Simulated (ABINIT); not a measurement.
**Moving the choice of potentials or basis in B**

```cif
data_structure
_symmetry_space_group_name_H-M 'P4/mmm'
_symmetry_Int_Tables_number 123
_cell_length_a 2.3461
_cell_length_b 2.3461
_cell_length_c 1.5858
_cell_angle_alpha 90.000
_cell_angle_beta 90.000
_cell_angle_gamma 90.000
_cell_volume 8.73
loop_
_atom_site_label
_atom_site_type_symbol
_atom_site_symmetry_multiplicity
_atom_site_Wyckoff_symbol
_atom_site_fract_x
_atom_site_fract_y
_atom_site_fract_z
_atom_site_occupancy
B1 B 1 d 0.50000 0.50000 0.50000 1
```

This isn't the form of B at room conditions, which is rhombohedral.

Kept alike: task single point; functional PBE; k mesh 11 × 11 × 16; occupations fermi-dirac, width 0.05 eV; no spin polarisation. Program: ABINIT. Cutoffs run from 408 to 1116 eV. The mesh is that of the run's cell of 1 atom. No spin-orbit coupling.

| choice of potentials or basis | pressure (GPa) |
| --- | --- |
| Ansatz NC PBE | -0.30 |
| JTH PAW PBE v2.0 | -0.18 |
| PseudoDojo NC SR PBE v0.4 stringent | -0.50 |
| PseudoDojo NC SR PBE v0.4.1 standard | -0.50 |
| PseudoDojo NC SR PBE v0.5 standard | -0.50 |
| PseudoDojo NC SR PBE v0.5 stringent | -0.50 |
| SG15 NC PBE v1.2 | -2.16 |
| SPMS NC PBE v1.0 | -0.98 |

Pressure is positive in compression; the values hold the error of the finite cutoff, so their zero can differ a little from the energy's minimum. For a metal such a mesh leaves the last digits unconverged.

What does the choice of potentials or basis change here?

The pressure runs from -2.16 (SG15 NC PBE v1.2) to -0.18 GPa (JTH PAW PBE v2.0).
